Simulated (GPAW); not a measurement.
Here is a GPAW 26.7.0 calculation.

The input run.py:

```python
import numpy as np
from ase import Atoms
from ase.dft.bandgap import bandgap
from ase.io import write
from ase.units import GPa
from gpaw import GPAW, PW, setup_paths
from gpaw.spinorbit import soc_eigenstates

setup_paths.insert(0, '.')

atoms = Atoms(['Ba', 'Ti', 'O', 'O', 'O'],
              cell=[[3.9998, 0.0, 0.0],
                    [0.0, 3.9998, 0.0],
                    [0.0, 0.0, 4.018]],
              scaled_positions=[[0.0, 0.0, 0.0],
                                [0.5, 0.5, 0.49],
                                [0.0, 0.5, 0.517],
                                [0.5, 0.0, 0.517],
                                [0.5, 0.5, 0.019]],
              pbc=True)

calc = GPAW(mode=PW(800),
            xc='GGA_X_PBEINT+GGA_C_PBEINT',
            kpts={'size': (4, 4, 4), 'gamma': True},
            occupations={'name': 'fermi-dirac', 'width': 0.05},
            nbands=36,
            convergence={'density': 1e-05, 'energy': 1e-05},
            maxiter=150,
            txt='gpaw.txt')
atoms.calc = calc
energy = atoms.get_potential_energy()
forces = atoms.get_forces()
stress = atoms.get_stress()
calc.write('gs.gpw')
write('result.traj', atoms)
print(f'Energy: {energy:.6f} eV')
print('Forces (eV/A):')
print(forces.round(4))
print('Stress (GPa):', (stress / GPa).round(3))
print('Fermi level:', round(calc.get_fermi_level(), 4), 'eV')
print(f'Gap: {bandgap(calc)[0]:.4f} eV, direct: {bandgap(calc, direct=True)[0]:.4f} eV')

path = atoms.cell.bandpath('GXMGZRAZ,XR,MA', npoints=100, eps=1e-4)
bs_calc = calc.fixed_density(kpts=path, symmetry='off', nbands=53,
                             convergence={'bands': 'CBM+6.0', 'eigenstates': 1e-6}, txt='bands.txt')
bs = bs_calc.band_structure()
bs.write('bs.json')
print(f'Gap on the path: {bandgap(bs_calc)[0]:.4f} eV')

soc = soc_eigenstates(bs_calc, theta=90, phi=45)
np.savetxt('soc_bands.dat', soc.eigenvalues(), fmt='%.4f')
mesh = soc_eigenstates('gs.gpw', theta=90, phi=45)
np.savetxt('soc_mesh.dat', mesh.eigenvalues(), fmt='%.4f')
print('Fermi level with spin-orbit coupling:', round(mesh.fermi_level, 4), 'eV')
```

Potentials or basis: PAW data sets generated in the run's folder for this functional, pw.

The run is started by

```sh
$ gpaw-setup -f GGA_X_PBEINT+GGA_C_PBEINT Ba O Ti
$ OMP_NUM_THREADS=1 python run.py
```

Q: Predict the band gap on the k mesh.

A: 1.77 eV, indirect (least direct gap 2.00 eV).

Q: Predict the largest force.

A: 0.288 eV/Å.

Levels at the corners of the path, in eV from the valence-band top:
```csv
point,band 38,band 39,band 40,band 41,band 42,band 43
Γ,-0.23,-0.23,-0.23,1.77,1.77,1.98
X,-0.94,-0.83,-0.83,2.12,2.12,3.52
M,-0.88,-0.08,-0.08,3.56,3.56,3.58
Γ,-0.23,-0.23,-0.23,1.77,1.77,1.98
Z,-0.72,-0.68,-0.68,1.93,1.93,3.57
R,-0.81,-0.16,-0.16,3.55,3.55,3.60
A,-0.08,0.00,0.00,4.20,4.20,4.20
Z,-0.72,-0.68,-0.68,1.93,1.93,3.57
X,-0.94,-0.83,-0.83,2.12,2.12,3.52
R,-0.81,-0.16,-0.16,3.55,3.55,3.60
M,-0.88,-0.08,-0.08,3.56,3.56,3.58
A,-0.08,0.00,0.00,4.20,4.20,4.20
```

Caveat: the k mesh is coarse; spin-orbit coupling was added after a scalar SCF, so levels and gaps hold it while energy, forces, pressure and moments don't; this program's spin-orbit splittings come out too wide for heavy elements.
